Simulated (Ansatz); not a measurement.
# AlNi (Pm-3m), generalised stacking fault

Level of theory: DFT PBEsol, scalar-relativistic, plane waves, PAW in Ansatz. The runs took a 420 eV cutoff, a Γ-centred 20×20×7 mesh and Gaussian smearing (0.15 eV). No spin polarisation. A magnetic state may lie lower. Energies are free energies at this smearing, counted from the undisturbed cell; pressure is positive in compression.

The undisturbed cell (relaxed at this level; it needn't be the usual structure):

```yaml
crystal:
  lattice:
    - [0.00000, -2.86217, 0.00000]
    - [0.00000, 0.00000, -2.86217]
    - [8.58650, 0.00000, 0.00000]
  atoms:
    - { symbol: Al, position: [0.00000, 0.00000, 0.24998] }
    - { symbol: Al, position: [0.00000, 0.00000, 0.58332] }
    - { symbol: Al, position: [0.00000, 0.00000, 0.91665] }
    - { symbol: Ni, position: [0.50000, 0.50000, 0.08332] }
    - { symbol: Ni, position: [0.50000, 0.50000, 0.41665] }
    - { symbol: Ni, position: [0.50000, 0.50000, 0.74998] }
```

The cut lies on the cell's a–b face, a (1 0 0) plane (indices in the standard cell, whose axes needn't be the Cartesian ones shown) of area 8.19 Å², between layers 1.43 Å apart. Vector c is tilted by f times 1·a + 0·b (length 2.862 Å) with the atoms' Cartesian places fixed: one unrelaxed fault a cell. The cell is metallic on the mesh throughout.

```tsv
f	γ (mJ/m²)	shear traction, the slope of γ along the slip (GPa)
0.0000	0	0.0
0.1000	288	19.8
0.2000	1094	35.3
0.4000	3213	27.3
```

By symmetry 0.6000 repeats 0.4000, 0.8000 repeats 0.2000 in energy, with the opposite slope along the path.

Cost: 4 runs of about 7.6 core-minutes in all, on Intel Xeon Platinum 8375C (Ice Lake) (shared hosts).